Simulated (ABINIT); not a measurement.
## InP: electronic dielectric constant by level of theory

**What was measured.** The electronic dielectric constant of InP (F-43m) is reported as 9.61 at 300 K (a printed reference work). The runs below try to reproduce it.

The structure is cubic, space group F-43m (No. 216). The conventional cell has a = 5.861 Å, b = 5.861 Å, c = 5.861 Å, α = 90.00°, β = 90.00°, γ = 90.00°. In (site symmetry -43m) is surrounded by 4 P at 2.54 Å. P (site symmetry -43m) has 4 In at 2.54 Å as nearest neighbours.

```csv
rung,level,program and potentials,cutoff (eV),k mesh,smearing,core time,chip,electronic dielectric constant,miss,notes
LDA,LDA,"ABINIT, PseudoDojo NC SR LDA v0.4.1 standard",844,"4 × 4 × 4, 4 shifts",fixed,9.1 min,Arm Neoverse V2,12.60,+31.1 %,9 valence electrons an atom on average
GGA,PBEsol,"ABINIT, PseudoDojo NC SR PBEsol v0.4.1 standard",844,"4 × 4 × 4, 4 shifts",fixed,14 min,Intel Xeon,12.03,+25.2 %,9 valence electrons an atom on average
GGA,PBE,"ABINIT, PseudoDojo NC SR PBE v0.4 stringent",1007,"4 × 4 × 4, 4 shifts",fixed,17 min,Arm Neoverse V1,11.44,+19.0 %,13 valence electrons an atom on average
GGA,PBE,"ABINIT, PseudoDojo NC SR PBE v0.4.1 standard",952,"4 × 4 × 4, 4 shifts",fixed,17 min,Arm Neoverse V1,11.47,+19.4 %,9 valence electrons an atom on average
GGA,PBEsol,"ABINIT, PseudoDojo NC SR PBEsol v0.4 stringent",1007,"4 × 4 × 4, 4 shifts",fixed,18 min,Arm Neoverse V1,12.00,+24.9 %,13 valence electrons an atom on average
```

Times are single runs on shared hosts and different chips, so they are rough; meshes, cutoffs and the tasks' sizes weigh on the time. Task: dielectric tensor. All rows: no spin polarisation. Smearing widths are in eV. The cell comes from a database and isn't always the measured one. All levels ran on this one cell, unrelaxed unless noted. Meshes are those of the run's cell of 2 atoms unless a note names another. Misses use the values as printed. Runs on faulty files, with rough fits or with known faults for this quantity aren't shown. No row holds spin-orbit coupling.

By rung: LDA 12.60; GGA 11.44 to 12.03. Measured: 9.61 at 300 K (a printed reference work). Closest is PBE with ABINIT, PseudoDojo NC SR PBE v0.4 stringent (+19.0 %). The runs are for a static lattice, while measurements hold temperature and zero-point motion.
